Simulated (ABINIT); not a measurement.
ScAl3:

```
CELL_PARAMETERS angstrom
4.08781 0.00000 0.00000
0.00000 4.08781 0.00000
0.00000 0.00000 4.08781
ATOMIC_POSITIONS crystal
Sc 0.00000 0.00000 0.00000
Al 0.50000 0.50000 0.00000
Al 0.00000 0.50000 0.50000
Al 0.50000 0.00000 0.50000
```

The cell is a database's computed one.

Base run:

* Program: ABINIT 10.8.3 (patched build)
* Functional: rPW86PBE
* Potentials or basis: JTH PAW PBE v2.0
* Cutoff: 544 eV
* k mesh: 7 × 7 × 7
* Occupations: fermi-dirac, width 0.05 eV
* Spin: no spin polarisation

Its results: band gap on the k mesh none (metal or under the smearing width); pressure 1.5 GPa.

Task: After a change of settings the same cell gave: band gap on the k mesh none (metal or under the smearing width); pressure -1.3 GPa. Which change was it?
A. functional from rPW86PBE to PW91
B. functional from rPW86PBE to PBE; potentials or basis from JTH PAW PBE v2.0 to PseudoDojo NC SR PBE v0.5 standard; cutoff from 544 eV to 1061 eV
C. functional from rPW86PBE to LDA-PZ; potentials or basis from JTH PAW PBE v2.0 to JTH PAW LDA v2.0
D. functional from rPW86PBE to AM05

Result: D.

Caveats: the PAW data sets were made with another functional, which shifts forces and pressure a little.
